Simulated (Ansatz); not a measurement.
A plane-wave DFT run in Ansatz 0.2.0 (scalar-relativistic PAW potentials unless the input names others): input and command.

```yaml
crystal:
  lattice:
    - [0.0, 2.79398511, 2.79398511]
    - [2.79398511, 0.0, 2.79398511]
    - [2.79398511, 2.79398511, 0.0]
  atoms:
    - { symbol: Zn, position: [0.0, 0.0, 0.0] }
    - { symbol: Se, position: [0.75, 0.75, 0.75] }
kpoints:
  mp_grid: { grid: [5, 5, 5] }
hamiltonian:
  xc: pbe
  pseudopotentials: { kind: nc }
scf:
  occupations: { method: gaussian, width: 0.02 }
  algorithm: direct_min
output:
  forces: true
  eigenvalues: true
  stress: true
```

```bash
ansatz run input.yaml --threads 1 --pin off --max-ram 1331MiB --backend cpu --events-out ev --progress --plain --runs-dir out
```

Abridged log:
```
Pseudopotentials: kind: nc
Pseudopotential: Zn, nc, valence charge 20, recommended cutoff 1142.878222 eV (normal), Zn.nc.azcp
Pseudopotential: Se, nc, valence charge 16, recommended cutoff 1170.089609 eV (normal), Se.nc.azcp
Functional definition: PBE
Crystal: 2 atoms, lattice volume = 43.622 Å³
Basis set: ecut = 1170.089609 eV, 3839 PW (Γ), exchange–correlation on 90×90×90 points (8 copies of the dense FFT grid, shifted against one another)
Bands: 22, of which v1, the nominal top of the filled ones, is band 18 counted from 1 (17 counted from 0)
Symmetry: 24 space group operations
Space group: F-43m (ITA 216), of the structure as read, at distance tolerance 3.5e-5 Å
k-points: 10 of 125 (time reversal used)
Initial density: superposition of atomic densities (chi_scale 0.1, normalization cell, long waves kept (reshape's long-wave potential 0.00 eV rms))
Initial wavefunctions: pseudopotential atomic-orbital guess
Functional: x = pbe(κ = 0.804, μ = 0.21951497), c = pbe(β = 0.06672455)
SCF iter   1: F=—  HF=-8989.028831 eV  |F-HF|=—  |Δ(HF+E_count)|=         —  Δρ=9.45e-2  dr2=3.01e0  ethr=8.29e-3  ⟨swp⟩=2.4  Hψ=1196  notcnv=0
SCF iter   2: F=—  HF=-8988.188862 eV  |F-HF|=—  |Δ(HF+E_count)|=   8.40e-1  Δρ=6.36e-2  dr2=8.35e-1  ethr=8.29e-3  ⟨swp⟩=4.0  Hψ=633  notcnv=0
SCF iter   3: F=—  HF=-8987.896431 eV  |F-HF|=—  |Δ(HF+E_count)|=   2.92e-1  Δρ=7.51e-3  dr2=1.44e-2  ethr=3.30e-5  ⟨swp⟩=4.5  Hψ=1027  notcnv=0  defer=3
SCF iter   4: F=—  HF=-8987.891062 eV  |F-HF|=—  |Δ(HF+E_count)|=   5.37e-3  Δρ=4.02e-4  dr2=5.89e-5  ethr=3.30e-5  ⟨swp⟩=3.1  Hψ=481  notcnv=0
SCF iter   5: F=—  HF=-8987.891041 eV  |F-HF|=—  |Δ(HF+E_count)|=   2.06e-5  Δρ=9.09e-5  dr2=1.53e-6  ethr=1.64e-7  ⟨swp⟩=3.0  Hψ=462  notcnv=0
SCF iter   6: F=—  HF=-8987.891041 eV  |F-HF|=—  |Δ(HF+E_count)|=   3.27e-7  Δρ=2.03e-5  dr2=7.33e-8  ethr=4.25e-9  ⟨swp⟩=3.1  Hψ=494  notcnv=0
SCF iter   7: F=-8987.891041 eV  HF=-8987.891041 eV  |F-HF|=3.28e-9  |Δ(HF+E_count)|=   2.46e-8  Δρ=3.08e-6  dr2=4.16e-9  ethr=2.04e-10  ⟨swp⟩=3.0  Hψ=484  notcnv=0
SCF 1 converged in 7 iterations: F = -8987.891041 eV  dr2 = 4.16e-9
  Residual-converged pass: ⟨swp⟩=3.0  Hψ=500  notcnv=0  max |occ|·‖R‖ = 6.2e-6 eV (tolerance 6.7e-6 eV) dr2=4.14e-9  max |Δocc| = 0.0e0
SCF converged after 7 iterations
Stability not checked: this state was not tested for a lower state beside it, because a direct minimisation reached the state, and no test of it is asked (direct_minimisation; see scf.lower_state_search)
Free energy (F): -8987.891041 eV
Harris-Foulkes:  -8987.891041 eV  (|F-HF|=3.28e-9)
Internal energy: -8987.891041 eV  (E = F + TS)
E sigma→0 (E₀):  -8987.891041 eV
Fermi energy:    9.789487 eV
--- Forces (eV/Å), atoms counted from 1 ---
  atom   1  Zn     0.00000000     0.00000000     0.00000000
  atom   2  Se     0.00000000     0.00000000     0.00000000
--- Stress (GPa, compression-positive) ---
        5.278754       0.000000       0.000000
        0.000000       5.278754       0.000000
        0.000000       0.000000       5.278754
  P = ⅓ Tr σ = 5.2788 GPa (52.788 kbar)
```

Apart from outputs and empty bands, the input differs from a reference run on usual settings in scf.algorithm: not typed → "direct_min"; hamiltonian.pseudopotentials: not typed → {"kind": "nc"}; kpoints.mp_grid.grid: [8, 8, 8] → [5, 5, 5]; basis.ecutwfc: 420 → not typed. The reference, at the same geometry (not necessarily relaxed), gave pressure 5.18 GPa, largest force 0.000 eV/Å, gap on the mesh 1.46 eV. This run converged in 7 SCF iterations (reference: 6) with a total energy on another zero, pressure 5.28 GPa, largest force 0.000 eV/Å, gap on the mesh 1.46 eV. Its k mesh is looser than usual. The Hamiltonian differs as well, so the change in the result can't be put down to that alone.